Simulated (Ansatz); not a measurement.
# Cu (Fm-3m) in Ansatz: a series of runs

One crystal, Cu, is run at these levels: PBE; tasks: single point.

Program: Ansatz 0.2.0. These are calculated values, not measurements. Logs are shortened: lines on timing, memory, paths and dates and some standing lists are left out, and cuts for length are marked.

### Step 1. The crystal as given

The structure is cubic, space group Fm-3m (No. 225). Conventional cell: a = 3.615 Å, b = 3.615 Å, c = 3.615 Å, α = 90.00°, β = 90.00°, γ = 90.00°. Cu (site symmetry m-3m) has 12 Cu at 2.56 Å as nearest neighbours.

### Step 2. Single point, PBE

input.yaml reads:

```yaml
crystal:
  lattice:
    - [0.0, 1.8075, 1.8075]
    - [1.8075, 0.0, 1.8075]
    - [1.8075, 1.8075, 0.0]
  atoms:
    - { symbol: Cu, position: [0.0, 0.0, 0.0] }
hamiltonian:
  xc: pbe
  pseudopotentials: { kind: paw }
kpoints:
  mp_grid: { grid: [13, 13, 13] }
scf:
  occupations: { method: gaussian, width: 0.024 }
output:
  forces: true
  stress: true
  eigenvalues: true
```

Potentials or basis: Ansatz PAW.

The run is started by

```console
ansatz run input.yaml --threads 2 --pin off --max-ram 5632MiB --backend cpu --events-out ev --progress --plain --runs-dir out
```

The program printed:

```text
Warning: RAYON_NUM_THREADS=2 ignored (pool sized by the plan → 2); use --threads N
Engine: ansatz 0.2.0, x86_64-unknown-linux-gnu
Pseudopotentials: kind: paw
Pseudopotential: Cu, paw, valence charge 19, recommended cutoff 420 eV (normal), Cu.paw.azcp
Functional definition: PBE
  parameter kappa = 0.804
  parameter beta = 0.06672455060314922
  exchange = pbe_x(kappa = kappa, mu = beta*pi^2/3)
  correlation = pbe_c(beta = beta)
Crystal: 1 atoms, lattice volume = 11.810 Å³
Basis set: ecut = 420 eV, 259 PW (Γ), exchange–correlation on 36×36×36 points (8 copies of the dense FFT grid, shifted against one another)
Bands: 14, of which v1, the nominal top of the filled ones, is band 10 counted from 1 (9 counted from 0)
Symmetry: 48 space group operations
Space group: Fm-3m (ITA 225), of the structure as read, at distance tolerance 2.3e-5 Å
k-points: 84 of 2197
Non-local potential: Cu, projectors of the file, l = 0: 3, l = 1: 2, l = 2: 3, l = 3: 1
PAW form: soft (Blöchl's): semilocal exchange-correlation on the pseudo side does not see the compensation charge
PAW one-centre angular grid: Cu, 590 points (default); XC on 64 Gauss nodes
Initial density: superposition of atomic densities (neutral atoms: chi_scale 0, normalization atom), corrected by the library's trained network
Initial wavefunctions: pseudopotential atomic-orbital guess
Functional: x = pbe(κ = 0.804, μ = 0.2195149727645171), c = pbe(β = 0.06672455060314922)
SCF iter   1: F=—  HF=-6625.174149 eV  |F-HF|=—  |Δ(HF+E_count)|=         —  Δρ=7.73e-4  dr2=1.96e-5  ethr=1.77e-3  ⟨swp⟩=5.1  Hψ=5996  notcnv=0
preconditioner: auto → none  [insulator: Δε(μ)=0.036 eV  Ē_g=17.042 eV  σ=0.024 eV  W_gap=0.71  n_scr=0 (ndim 8)  ℏωp=35.8 eV  f_vac=0.000  D(μ)=0.58/eV (n_scr^D=0)  ε∞_Penn≈5.4]
SCF iter   2: F=—  HF=-6625.174272 eV  |F-HF|=—  |Δ(HF+E_count)|=   1.23e-4  Δρ=4.05e-4  dr2=6.32e-6  ethr=1.03e-7  ⟨swp⟩=3.1  Hψ=3023  notcnv=0
SCF iter   3: F=—  HF=-6625.174284 eV  |F-HF|=—  |Δ(HF+E_count)|=   1.21e-5  Δρ=1.62e-4  dr2=9.00e-7  ethr=3.33e-8  ⟨swp⟩=2.3  Hψ=1560  notcnv=0
iter 4 did not close the SCF: its close was put off for the readings that it lacked (scf_convergence_deferred on its scf_iter line)
SCF iter   4: F=-6625.174286 eV  HF=-6625.174286 eV  |F-HF|=4.50e-10  |Δ(HF+E_count)|=   1.87e-6  Δρ=6.43e-6  dr2=1.02e-9  ethr=4.73e-9  ⟨swp⟩=2.3  Hψ=1573  notcnv=0
iter 5 did not close the SCF: its close was put off for the readings that it lacked (scf_convergence_deferred on its scf_iter line)
SCF iter   5: F=-6625.174286 eV  HF=-6625.174286 eV  |F-HF|=1.06e-9  |Δ(HF+E_count)|=   2.22e-9  Δρ=2.00e-6  dr2=1.26e-10  ethr=5.37e-12  ⟨swp⟩=2.0  Hψ=1882  notcnv=0
SCF iter   6: F=-6625.174286 eV  HF=-6625.174286 eV  |F-HF|=1.82e-12  |Δ(HF+E_count)|=  1.46e-11  Δρ=6.23e-8  dr2=1.20e-13  ethr=1.00e-12  ⟨swp⟩=1.8  Hψ=3849  notcnv=0
SCF 1 converged in 6 iterations: F = -6625.174286 eV  dr2 = 1.20e-13
SCF converged after 6 iterations
Free energy (F): -6625.174286 eV
Harris-Foulkes:  -6625.174286 eV  (|F-HF|=1.82e-12)
Internal energy: -6625.174118 eV  (E = F + TS)
E sigma→0 (E₀):  -6625.174202 eV
Entropy (-TS):   -0.000168 eV (-0.168 meV/atom)
Fermi energy:    16.975393 eV
--- Per-component energies (eV) ---
  E_band       = -359.431911
  E_kinetic    = 299.942054
  E_local      = -4050.153966  (includes V_loc(G=0)·N_el)
  E_nonlocal   = 389.667665
  E_hartree    = 1784.152538
  E_xc         = -89.600008
  E_vxc        = -115.630403  (∫ρ·V_xc dr)
  E_paw        = -1662.729000  (= ΣΔE_a)
  E_vpaw       = -451.562638  (= ΣTr[D̂ρ^β])
  E_aug_tail   = 0.000295  (compensation charges beyond the density's cutoff)
  E_ewald      = -3296.453696
  E_smearing   = -0.000168  (= −TS)
  E_closure    = -0.000000  (closes the sum)
  Σ components = -6625.174286   (vs F -6625.174286, Δ=0.00e0)
--- Forces (eV/Å), atoms counted from 1 ---
  atom   1  Cu    -0.00000000     0.00000000    -0.00000000
  max |Σ_I F_I| component: 6.16e-32 eV/Å
--- Stress (GPa, compression-positive) ---
        1.676560       0.000000      -0.000000
        0.000000       1.676560       0.000000
        0.000000       0.000000       1.676560
  P = ⅓ Tr σ = 1.6766 GPa (16.766 kbar)
--- Band table (eV; the first three rows and the last of 84) ---
  k-point 0: bands = ["-95.8140", "-53.1256", "-53.1256", "-53.1256", "7.3573", "13.7614", "13.7614", "13.7614", "14.5941", "14.5941", "39.3747", "41.8735", "41.8735", "41.8735"]
  k-point 1: bands = ["-95.8132", "-53.1317", "-53.1265", "-53.1265", "7.5728", "13.7159", "13.8017", "13.8017", "14.5788", "14.5788", "37.8875", "40.2411", "41.2611", "41.2611"]
  k-point 2: bands = ["-95.8109", "-53.1488", "-53.1290", "-53.1290", "8.2047", "13.6042", "13.8889", "13.8889", "14.5645", "14.5645", "34.0297", "39.8391", "40.3439", "40.3439"]
  k-point 83: bands = ["-95.7958", "-53.2016", "-53.1928", "-53.1658", "12.6391", "13.1136", "13.3544", "14.5660", "15.2836", "21.6300", "23.5888", "25.5612", "26.0284", "43.8731"]
```

It took 0.35 s on 2 threads of Intel Xeon 6975P-C (Granite Rapids), shared host; peak memory 0.33 GiB.

Results:

```yaml
Free_energy: -6625.1743 eV
Pressure: 1.7 GPa
Band_gap_on_the_k_mesh: none (metal or under the smearing width)
```

Levels at points of the mesh, in eV from the Fermi level:
```tsv
k point	band 6	band 7	band 8	band 9	band 10	band 11	band 12	band 13	band 14
(0.00, 0.00, 0.00)	-3.21	-3.21	-3.21	-2.38	-2.38	22.40	24.90	24.90	24.90
```

### Step 3. Single point, PBE

Edit input.yaml of step 2 so:

```diff
@@ -13,3 +13,3 @@
 scf:
-  occupations: { method: gaussian, width: 0.024 }
+  occupations: { method: gaussian, width: 0.025 }
 output:
```

Potentials or basis: Ansatz PAW.

The run is started by

```console
ansatz run input.yaml --threads 2 --pin off --max-ram 5632MiB --backend cpu --events-out ev --progress --plain --runs-dir out
```

The program printed:

```text
Warning: RAYON_NUM_THREADS=2 ignored (pool sized by the plan → 2); use --threads N
[... 8 set-up lines as earlier in the session ...]
Crystal: 1 atoms, lattice volume = 11.810 Å³
Basis set: ecut = 420 eV, 259 PW (Γ), exchange–correlation on 36×36×36 points (8 copies of the dense FFT grid, shifted against one another)
Bands: 14, of which v1, the nominal top of the filled ones, is band 10 counted from 1 (9 counted from 0)
[... 2 set-up lines as earlier in the session ...]
k-points: 84 of 2197
[... 6 set-up lines as earlier in the session ...]
SCF iter   1: F=—  HF=-6625.174157 eV  |F-HF|=—  |Δ(HF+E_count)|=         —  Δρ=7.71e-4  dr2=1.94e-5  ethr=1.77e-3  ⟨swp⟩=5.2  Hψ=5990  notcnv=0
preconditioner: auto → none  [insulator: Δε(μ)=0.036 eV  Ē_g=17.042 eV  σ=0.025 eV  W_gap=0.69  n_scr=0 (ndim 8)  ℏωp=35.8 eV  f_vac=0.000  D(μ)=0.58/eV (n_scr^D=0)  ε∞_Penn≈5.4]
SCF iter   2: F=—  HF=-6625.174279 eV  |F-HF|=—  |Δ(HF+E_count)|=   1.23e-4  Δρ=4.05e-4  dr2=6.28e-6  ethr=1.02e-7  ⟨swp⟩=3.1  Hψ=3022  notcnv=0
SCF iter   3: F=—  HF=-6625.174292 eV  |F-HF|=—  |Δ(HF+E_count)|=   1.22e-5  Δρ=1.61e-4  dr2=8.93e-7  ethr=3.31e-8  ⟨swp⟩=2.3  Hψ=1564  notcnv=0
iter 4 did not close the SCF: its close was put off for the readings that it lacked (scf_convergence_deferred on its scf_iter line)
SCF iter   4: F=-6625.174293 eV  HF=-6625.174293 eV  |F-HF|=2.95e-10  |Δ(HF+E_count)|=   1.86e-6  Δρ=6.53e-6  dr2=1.06e-9  ethr=4.70e-9  ⟨swp⟩=2.3  Hψ=1572  notcnv=0
iter 5 did not close the SCF: its close was put off for the readings that it lacked (scf_convergence_deferred on its scf_iter line)
SCF iter   5: F=-6625.174293 eV  HF=-6625.174293 eV  |F-HF|=1.07e-9  |Δ(HF+E_count)|=   2.09e-9  Δρ=2.01e-6  dr2=1.28e-10  ethr=5.56e-12  ⟨swp⟩=2.0  Hψ=1880  notcnv=0
SCF iter   6: F=-6625.174293 eV  HF=-6625.174293 eV  |F-HF|=2.73e-12  |Δ(HF+E_count)|=  1.55e-11  Δρ=5.86e-8  dr2=1.08e-13  ethr=1.00e-12  ⟨swp⟩=1.8  Hψ=3851  notcnv=0
SCF 1 converged in 6 iterations: F = -6625.174293 eV  dr2 = 1.08e-13
SCF converged after 6 iterations
Free energy (F): -6625.174293 eV
Harris-Foulkes:  -6625.174293 eV  (|F-HF|=2.73e-12)
Internal energy: -6625.174110 eV  (E = F + TS)
E sigma→0 (E₀):  -6625.174202 eV
Entropy (-TS):   -0.000183 eV (-0.183 meV/atom)
Fermi energy:    16.975404 eV
--- Per-component energies (eV) ---
  E_band       = -359.431590
  E_kinetic    = 299.942042
  E_local      = -4050.154759  (includes V_loc(G=0)·N_el)
  E_nonlocal   = 389.668187
  E_hartree    = 1784.153211
  E_xc         = -89.599951
  E_vxc        = -115.630327  (∫ρ·V_xc dr)
  E_paw        = -1662.729438  (= ΣΔE_a)
  E_vpaw       = -451.563445  (= ΣTr[D̂ρ^β])
  E_aug_tail   = 0.000295  (compensation charges beyond the density's cutoff)
  E_ewald      = -3296.453696
  E_smearing   = -0.000183  (= −TS)
  E_closure    = 0.000000  (closes the sum)
  Σ components = -6625.174293   (vs F -6625.174293, Δ=0.00e0)
--- Forces (eV/Å), atoms counted from 1 ---
  atom   1  Cu    -0.00000000     0.00000000     0.00000000
  max |Σ_I F_I| component: 4.52e-32 eV/Å
--- Stress (GPa, compression-positive) ---
        1.676319       0.000000       0.000000
        0.000000       1.676319       0.000000
       -0.000000       0.000000       1.676319
  P = ⅓ Tr σ = 1.6763 GPa (16.763 kbar)
--- Band table (eV; the first three rows and the last of 84) ---
  k-point 0: bands = ["-95.8140", "-53.1256", "-53.1256", "-53.1256", "7.3573", "13.7614", "13.7614", "13.7614", "14.5942", "14.5942", "39.3747", "41.8735", "41.8735", "41.8735"]
  k-point 1: bands = ["-95.8132", "-53.1317", "-53.1265", "-53.1265", "7.5728", "13.7159", "13.8018", "13.8018", "14.5788", "14.5788", "37.8875", "40.2411", "41.2611", "41.2611"]
  k-point 2: bands = ["-95.8109", "-53.1488", "-53.1290", "-53.1290", "8.2047", "13.6042", "13.8889", "13.8889", "14.5645", "14.5645", "34.0297", "39.8391", "40.3439", "40.3439"]
  k-point 83: bands = ["-95.7958", "-53.2016", "-53.1928", "-53.1658", "12.6391", "13.1136", "13.3545", "14.5660", "15.2836", "21.6300", "23.5889", "25.5612", "26.0285", "43.8731"]
```

Run time: 0.34 s. Hardware: 2 threads of Intel Xeon 6975P-C (Granite Rapids), shared host; peak memory 0.33 GiB.

What came out:

| Item | Value |
| --- | --- |
| Free energy | -6625.1743 eV |
| Pressure | 1.7 GPa |
| Band gap on the k mesh | none (metal or under the smearing width) |

Levels at points of the mesh, in eV from the Fermi level:
```
           k point  band 7  band 8  band 9  band 10  band 11  band 12  band 13  band 14
(0.00, 0.00, 0.00)   -3.21   -3.21   -2.38    -2.38    22.40    24.90    24.90    24.90
```

### Step 4. Single point, PBE

Edit input.yaml of step 3 so:

```diff
@@ -13,3 +13,3 @@
 scf:
-  occupations: { method: gaussian, width: 0.025 }
+  occupations: { method: gaussian, width: 0.026 }
 output:
```

The run is started by

```console
ansatz run input.yaml --threads 2 --pin off --max-ram 5632MiB --backend cpu --events-out ev --progress --plain --runs-dir out
```

Run time: 0.35 s. Hardware: 2 threads of Intel Xeon 6975P-C (Granite Rapids), shared host; peak memory 0.3 GiB.

The run converged. Its results:

```yaml
Free_energy: -6625.1743 eV
Pressure: 1.7 GPa
Band_gap_on_the_k_mesh: none (metal or under the smearing width)
```

Levels at points of the mesh, in eV from the Fermi level:
| k point | band 7 | band 8 | band 9 | band 10 | band 11 | band 12 | band 13 | band 14 |
| --- | --- | --- | --- | --- | --- | --- | --- | --- |
| (0.00, 0.00, 0.00) | -3.21 | -3.21 | -2.38 | -2.38 | 22.40 | 24.90 | 24.90 | 24.90 |

### Step 5. The runs side by side

```tsv
smearing	gap on the mesh (eV)	pressure (GPa)
gaussian 0.024 eV	none	1.7
gaussian 0.025 eV	none	1.7
gaussian 0.026 eV	none	1.7
```

Alike in all rows: task single point; level PBE; potentials or basis Ansatz PAW; no spin polarisation; cell as given; k mesh 13 × 13 × 13; cutoff (eV) 420.

Every run on the cell as given and a fine mesh finds a metal.

Absolute energies hang on the potentials; compare differences alone.
